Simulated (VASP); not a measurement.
# CdTe (gw) (F-43m) in VASP: further runs

CdTe (gw) is run at these levels: PBE; tasks: single point.

Program: VASP 6.6.1. These are calculated values, not measurements. Logs are shortened: lines on timing, memory, paths and dates and some standing lists are left out, and cuts for length are marked.

**Experimental background.**

A printed reference work, data compilation reports, for a bulk crystal of CdTe at 0 K: band gap 1.607 eV.

How close the calculation comes is told below.

## 1. The cell of the first run

It takes space group F-43m (No. 216, cubic). The conventional cell has a = 6.619 Å, b = 6.619 Å, c = 6.619 Å, α = 90.00°, β = 90.00°, γ = 90.00°. Cd (site symmetry -43m) has 4 Te at 2.87 Å within 3.8 Å. Within 3.8 Å of Te (site symmetry -43m) lie 4 Cd at 2.87 Å.

## 2. Single point, PBE

File INCAR:

```
ALGO = Normal
EDIFF = 1E-6
ENCUT = 500
GGA = PE
GGA_COMPAT = F
ISIF = 2
ISMEAR = 0
LASPH = T
LCHARG = T
LELF = T
LREAL = F
LVHAR = T
LWAVE = F
NBANDS = 16
NELM = 120
PREC = Accurate
SIGMA = 0.01
```

File KPOINTS:

```
k-points
0
Gamma
  4 4 4
```

File POSCAR:

```
CdTe
1.0
    0.0000000000      3.3095031361      3.3095031361
    3.3095031361      0.0000000000      3.3095031361
    3.3095031361      3.3095031361      0.0000000000
Cd Te
1 1
Direct
    0.0000000000      0.0000000000      0.0000000000
    0.2500000000      0.2500000000      0.2500000000
```

Potentials or basis: VASP PAW PBE potentials, release 64 (Cd, Te).

Launch:

```sh
cat potpaw_PBE.64/Cd/POTCAR potpaw_PBE.64/Te/POTCAR > POTCAR
mpirun -np 1 vasp_std > vasp.out
```

OUTCAR:

```text
EDIFF = 1E-6
   ENCUT = 500
   GGA = PE
   ISIF = 2
   ISMEAR = 0
   LASPH = T
   LREAL = F
   NELM = 120
   PREC = Accurate

 ion  position               nearest neighbor table
   1  0.000  0.000  0.000-   2 2.87   2 2.87   2 2.87   2 2.87
   2  0.250  0.250  0.250-   1 2.87   1 2.87   1 2.87   1 2.87

  LATTYP: Found a face centered cubic cell.
 ALAT       =     6.6190062722

  Lattice vectors:

 A1 = (   0.0000000000,   3.3095031361,   3.3095031361)
 A2 = (   3.3095031361,   0.0000000000,   3.3095031361)
 A3 = (   3.3095031361,   3.3095031361,   0.0000000000)

Analysis of symmetry for initial positions (statically):
=====================================================================
 Subroutine PRICEL returns:
 Original cell was already a primitive cell.

 Routine SETGRP: Setting up the symmetry group for a
 face centered cubic supercell.

 Subroutine GETGRP returns: Found 24 space group operations
 (whereof 24 operations were pure point group operations)
 out of a pool of 48 trial point group operations.

The static configuration has the point symmetry T_d .

Analysis of symmetry for dynamics (positions and initial velocities):
=====================================================================
 Subroutine PRICEL returns:
 Original cell was already a primitive cell.

 Routine SETGRP: Setting up the symmetry group for a
 face centered cubic supercell.

 Subroutine GETGRP returns: Found 24 space group operations
 (whereof 24 operations were pure point group operations)
 out of a pool of 48 trial point group operations.

The dynamic configuration has the point symmetry T_d .

 Subroutine INISYM returns: Found 24 space group operations
 (whereof 24 operations are pure point group operations),
 and found     1 'primitive' translations

----------------------------------------------------------------------------------------

                                     Primitive cell

  volume of cell :      72.4967

  direct lattice vectors                    reciprocal lattice vectors
     0.000000000  3.309503136  3.309503136    -0.151080080  0.151080080  0.151080080
     3.309503136  0.000000000  3.309503136     0.151080080 -0.151080080  0.151080080
     3.309503136  3.309503136  0.000000000     0.151080080  0.151080080 -0.151080080

  length of vectors
     4.680344220  4.680344220  4.680344220     0.261678375  0.261678375  0.261678375

  position of ions in fractional coordinates (direct lattice)
     0.000000000  0.000000000  0.000000000
     0.250000000  0.250000000  0.250000000

[... 60 lines left out ...]
   LREAL  =      F    real-space projection
   EDIFFG = 0.1E-04   stopping-criterion for IOM
   NSW    =      0    number of steps for IOM
   IBRION =     -1    ionic relax: 0-MD 1-quasi-New 2-CG
   NFREE  =      0    steps in history (QN), initial steepest desc. (CG)
   ISIF   =      2    stress and relaxation
   ISYM   =      2    0-nonsym 1-usesym 2-fastsym
   POTIM  = 0.5000    time-step for ionic-motion
   TEBEG  =    0.0;   TEEND  =   0.0 temperature during run
   PSTRESS=    0.0 pullay stress
   NELECT =      18.0000    total number of electrons
   NUPDOWN=      -1.0000    fix difference up-down
   EMIN   =  10.00;   EMAX   =-10.00  energy-range for DOS
   EFERMI =   0.00;   METHOD = LEGACY
   ISMEAR =     0;   SIGMA  =   0.01  broadening in eV -4-tet -1-fermi 0-gaus
   EFERMI_NEDOS =   21; number of points for ismear=-14 and -15
   IALGO  =     38    algorithm
   IMIX   =      4    mixing-type and parameters
     AMIX     =   0.40;   BMIX     =  1.00
     AMIX_MAG =   1.60;   BMIX_MAG =  1.00
  volume/ion in A,a.u.               =      36.25       244.62
  Fermi-wavevector in a.u.,A,eV,Ry     =   1.028947  1.944427 14.404913  1.058731
  Thomas-Fermi vector in A             =   2.162969
   LORBIT       =      0    0 simple, 1 ext, 2 COOP (PROOUT), +10 PAW based schemes
   GGA     = PE    functional components
   LHFCALC =     F    Hartree Fock is set to
   AEXX    =    0.0000 exact exchange contribution
   IVDW    =     0    specifies the selected vdW correction
   LEPSILON=     F    determine dielectric tensor
   LRPA    =     F    only Hartree local field effects (RPA)
 non-spin polarized calculation
 Gauss-broadening in eV      SIGMA  =   0.01
  energy-cutoff  :      500.00
  volume of cell :       72.50
 maximum number of plane-waves:      1856
 NGX is ok and might be reduce to    36
   NGX = 17   NGY = 17   NGZ = 17

 number of electron      18.0000006 magnetization

 Free energy of the ion-electron system (eV)
  ---------------------------------------------------
  ext. energy  EPLUGINS =         0.00000000
  ---------------------------------------------------
  free energy    TOTEN  =        -4.75536114 eV

  energy without entropy =       -4.75536114  energy(sigma->0) =       -4.75536114

 E-fermi :   1.9267     XC(G=0):  -8.2939

 val. band max:        1.8206517855   @ k =   0.0000   0.0000   0.0000
 cond. band min:       2.3880362223   @ k =   0.0000   0.0000   0.0000
 fundamental gap:      0.5673844367
 Fermi energy:         1.9267381791

 k-point     1 :       0.0000    0.0000    0.0000
  band No.  band energies     occupation
      1      -9.0059      2.00000
      2      -6.3008      2.00000
      3      -6.3008      2.00000
      4      -6.3008      2.00000
      5      -6.0864      2.00000
      6      -6.0864      2.00000
[... 129 lines left out ...]
      3      -6.1930      2.00000
      4      -6.1099      2.00000
      5      -6.0846      2.00000
      6      -5.5933      2.00000
[... 8 lines left out ...]
     15      12.6423      0.00000
     16      12.8937      0.00000

------------------------ aborting loop because EDIFF is reached ----------------------------------------

  FORCE on cell =-STRESS in cart. coord.  units (eV):
  Direction    XX          YY          ZZ          XY          YZ          ZX
  --------------------------------------------------------------------------------------
  -------------------------------------------------------------------------------------
  Total        0.1271678      0.1271678      0.1271678      0.0000000      0.0000000      0.0000000
  in kB        2.8104084      2.8104084      2.8104084      0.0000000      0.0000000      0.0000000
  external PRESSURE =       2.8104084 kB  Pullay stress =       0.0000000 kB

 VOLUME and BASIS-vectors are now :
 -----------------------------------------------------------------------------
  energy-cutoff  :      500.00
  volume of cell :       72.50
      direct lattice vectors                 reciprocal lattice vectors
     0.000000000  3.309503136  3.309503136    -0.151080080  0.151080080  0.151080080
     3.309503136  0.000000000  3.309503136     0.151080080 -0.151080080  0.151080080
     3.309503136  3.309503136  0.000000000     0.151080080  0.151080080 -0.151080080

 POSITION                                       TOTAL-FORCE (eV/Angst)
 -----------------------------------------------------------------------------------
      0.00000      0.00000      0.00000         0.000000      0.000000      0.000000
      1.65475      1.65475      1.65475        -0.000000     -0.000000     -0.000000
 -----------------------------------------------------------------------------------
    total drift:                               -0.000000     -0.000000     -0.000000

  FREE ENERGIE OF THE ION-ELECTRON SYSTEM (eV)
  ---------------------------------------------------
  free  energy   TOTEN  =        -4.7553611354 eV

  energy  without entropy=       -4.7553611354  energy(sigma->0) =       -4.75536114
```

OSZICAR:

```text
N       E                     dE             d eps       ncg     rms          rms(c)
DAV:   1     0.846073168493E+02    0.84607E+02   -0.79320E+03   264   0.917E+02
DAV:   2    -0.206029662287E+01   -0.86668E+02   -0.82911E+02   320   0.223E+02
DAV:   3    -0.497475366842E+01   -0.29145E+01   -0.29106E+01   304   0.412E+01
DAV:   4    -0.500491151142E+01   -0.30158E-01   -0.30157E-01   400   0.358E+00
DAV:   5    -0.500498892495E+01   -0.77414E-04   -0.77413E-04   320   0.166E-01    0.489E+00
DAV:   6    -0.477047292474E+01    0.23452E+00   -0.39260E-01   288   0.707E+00    0.412E+00
DAV:   7    -0.475360147269E+01    0.16871E-01   -0.11185E-01   296   0.209E+00    0.164E+00
DAV:   8    -0.475478457304E+01   -0.11831E-02   -0.10489E-02   280   0.112E+00    0.477E-01
DAV:   9    -0.475522577128E+01   -0.44120E-03   -0.95452E-04   296   0.297E-01    0.101E-01
DAV:  10    -0.475530939214E+01   -0.83621E-04   -0.11894E-04   304   0.967E-02    0.527E-02
DAV:  11    -0.475536240787E+01   -0.53016E-04   -0.91287E-05   280   0.526E-02    0.344E-02
DAV:  12    -0.475536121885E+01    0.11890E-05   -0.36240E-06   328   0.133E-02    0.193E-02
DAV:  13    -0.475536113537E+01    0.83479E-07   -0.56259E-07   240   0.363E-03
   1 F= -.47553611E+01 E0= -.47553611E+01  d E =-.351076E-52
```

Wall time 15 s (1 thread of AMD EPYC 9R45 (Zen 5), shared host); peak memory 0.17 GiB.

What came out:

```yaml
Free_energy: -4.7554 eV
Pressure: 0.3 GPa
Band_gap_on_the_k_mesh: 0.57 eV, direct
```

Caveat: spin-orbit coupling is left out, which moves the levels of the heavy elements.

## 3. Single point, PBE

File INCAR:

```
SYSTEM = CdTe
PREC = Accurate
ENCUT = 500
EDIFF = 1E-6
ISMEAR = 0
SIGMA = 0.01
LREAL = .False.
LASPH = .True.
NELM = 120
ALGO = Normal
ISIF = 2
LWAVE = .False.
LCHARG = .False.
GGA = PE
NBANDS = 16
GGA_COMPAT = .False.
```

File KPOINTS:

```
regular mesh
0
Gamma
  4 4 4
  0 0 0
```

POSCAR is that of step 2.

Potentials or basis: VASP PAW PBE potentials, release 64 (Cd, Te).

Launch:

```sh
cat potpaw_PBE.64/Cd/POTCAR potpaw_PBE.64/Te/POTCAR > POTCAR
mpirun -np 1 vasp_std > vasp.out
```

OUTCAR:

```text
SYSTEM = CdTe
   PREC = Accurate
   ENCUT = 500
   EDIFF = 1E-6
   ISMEAR = 0
   LREAL = .False.
   LASPH = .True.
   NELM = 120
   ISIF = 2
   GGA = PE

 ion  position               nearest neighbor table
   1  0.000  0.000  0.000-   2 2.87   2 2.87   2 2.87   2 2.87
   2  0.250  0.250  0.250-   1 2.87   1 2.87   1 2.87   1 2.87

  LATTYP: Found a face centered cubic cell.
 ALAT       =     6.6190062722

  Lattice vectors:

 A1 = (   0.0000000000,   3.3095031361,   3.3095031361)
 A2 = (   3.3095031361,   0.0000000000,   3.3095031361)
 A3 = (   3.3095031361,   3.3095031361,   0.0000000000)

Analysis of symmetry for initial positions (statically):
=====================================================================
 Subroutine PRICEL returns:
 Original cell was already a primitive cell.

 Routine SETGRP: Setting up the symmetry group for a
 face centered cubic supercell.

 Subroutine GETGRP returns: Found 24 space group operations
 (whereof 24 operations were pure point group operations)
 out of a pool of 48 trial point group operations.

The static configuration has the point symmetry T_d .

[... 141 lines left out ...]

  energy without entropy =       -4.75536114  energy(sigma->0) =       -4.75536114

 E-fermi :   1.9267     XC(G=0):  -8.2939

 val. band max:        1.8206517855   @ k =   0.0000   0.0000   0.0000
 cond. band min:       2.3880362223   @ k =   0.0000   0.0000   0.0000
 fundamental gap:      0.5673844367
 Fermi energy:         1.9267381791

 k-point     1 :       0.0000    0.0000    0.0000
  band No.  band energies     occupation
      1      -9.0059      2.00000
      2      -6.3008      2.00000
      3      -6.3008      2.00000
      4      -6.3008      2.00000
      5      -6.0864      2.00000
      6      -6.0864      2.00000
[... 129 lines left out ...]
      3      -6.1930      2.00000
      4      -6.1099      2.00000
      5      -6.0846      2.00000
      6      -5.5933      2.00000
[... 8 lines left out ...]
     15      12.6423      0.00000
     16      12.8937      0.00000

------------------------ aborting loop because EDIFF is reached ----------------------------------------

  FORCE on cell =-STRESS in cart. coord.  units (eV):
  Direction    XX          YY          ZZ          XY          YZ          ZX
  --------------------------------------------------------------------------------------
  -------------------------------------------------------------------------------------
  Total        0.1271678      0.1271678      0.1271678      0.0000000      0.0000000      0.0000000
  in kB        2.8104084      2.8104084      2.8104084      0.0000000      0.0000000      0.0000000
  external PRESSURE =       2.8104084 kB  Pullay stress =       0.0000000 kB

 VOLUME and BASIS-vectors are now :
 -----------------------------------------------------------------------------
  energy-cutoff  :      500.00
  volume of cell :       72.50
      direct lattice vectors                 reciprocal lattice vectors
     0.000000000  3.309503136  3.309503136    -0.151080080  0.151080080  0.151080080
     3.309503136  0.000000000  3.309503136     0.151080080 -0.151080080  0.151080080
     3.309503136  3.309503136  0.000000000     0.151080080  0.151080080 -0.151080080

 POSITION                                       TOTAL-FORCE (eV/Angst)
 -----------------------------------------------------------------------------------
      0.00000      0.00000      0.00000         0.000000      0.000000      0.000000
      1.65475      1.65475      1.65475        -0.000000     -0.000000     -0.000000
 -----------------------------------------------------------------------------------
    total drift:                               -0.000000     -0.000000     -0.000000

  FREE ENERGIE OF THE ION-ELECTRON SYSTEM (eV)
  ---------------------------------------------------
  free  energy   TOTEN  =        -4.7553611354 eV

  energy  without entropy=       -4.7553611354  energy(sigma->0) =       -4.75536114
```

OSZICAR:

```text
N       E                     dE             d eps       ncg     rms          rms(c)
DAV:   1     0.846073168493E+02    0.84607E+02   -0.79320E+03   264   0.917E+02
DAV:   2    -0.206029662287E+01   -0.86668E+02   -0.82911E+02   320   0.223E+02
DAV:   3    -0.497475366842E+01   -0.29145E+01   -0.29106E+01   304   0.412E+01
DAV:   4    -0.500491151142E+01   -0.30158E-01   -0.30157E-01   400   0.358E+00
DAV:   5    -0.500498892495E+01   -0.77414E-04   -0.77413E-04   320   0.166E-01    0.489E+00
DAV:   6    -0.477047292474E+01    0.23452E+00   -0.39260E-01   288   0.707E+00    0.412E+00
DAV:   7    -0.475360147269E+01    0.16871E-01   -0.11185E-01   296   0.209E+00    0.164E+00
DAV:   8    -0.475478457304E+01   -0.11831E-02   -0.10489E-02   280   0.112E+00    0.477E-01
DAV:   9    -0.475522577128E+01   -0.44120E-03   -0.95452E-04   296   0.297E-01    0.101E-01
DAV:  10    -0.475530939214E+01   -0.83621E-04   -0.11894E-04   304   0.967E-02    0.527E-02
DAV:  11    -0.475536240787E+01   -0.53016E-04   -0.91287E-05   280   0.526E-02    0.344E-02
DAV:  12    -0.475536121885E+01    0.11890E-05   -0.36240E-06   328   0.133E-02    0.193E-02
DAV:  13    -0.475536113537E+01    0.83479E-07   -0.56259E-07   240   0.363E-03
   1 F= -.47553611E+01 E0= -.47553611E+01  d E =-.351076E-52
```

It took 14 s on 1 thread of AMD EPYC 9R45 (Zen 5), shared host; peak memory 0.17 GiB.

Results:

```
Free energy            : -4.7554 eV
Pressure               : 0.3 GPa
Band gap on the k mesh : 0.57 eV, direct
```

Levels at points of the mesh, in eV from the valence-band top:
| k point | band 5 | band 6 | band 7 | band 8 | band 9 | band 10 | band 11 | band 12 | band 13 | band 14 |
| --- | --- | --- | --- | --- | --- | --- | --- | --- | --- | --- |
| (0.00, 0.00, 0.00) | -7.91 | -7.91 | 0.00 | 0.00 | 0.00 | 0.57 | 4.62 | 4.62 | 4.62 | 7.37 |
| (0.50, 0.00, 0.00) | -7.90 | -7.60 | -4.09 | -0.69 | -0.69 | 1.74 | 5.19 | 5.19 | 7.00 | 8.43 |
| (0.50, 0.50, 0.00) | -7.88 | -7.48 | -4.03 | -1.66 | -1.66 | 2.66 | 2.73 | 8.51 | 8.80 | 8.80 |

Caveat: spin-orbit coupling is left out, which moves the levels of the heavy elements.

## 4. Against experiment

Step 2. Against the measured gap of CdTe, 1.607 eV (0 K; a printed reference work, data compilation), the calculated 0.57 eV is off by -1.04 eV. So large a miss can be the level of theory's own, or it may mean another phase, state or a wrong row. Spin-orbit coupling on Cd, Te is left out. The value is that of PBE, without temperature or zero-point motion. Semilocal functionals fall short of measured gaps as a rule.

Step 3. Measured gap of CdTe: 1.607 eV (0 K; a printed reference work, data compilation). This calculation gives 0.57 eV (-1.04 eV). So large a miss can be the level of theory's own, or it may mean another phase, state or a wrong row. Spin-orbit coupling on Cd, Te is left out. The value is that of PBE, without temperature or zero-point motion. Semilocal functionals fall short of measured gaps as a rule.
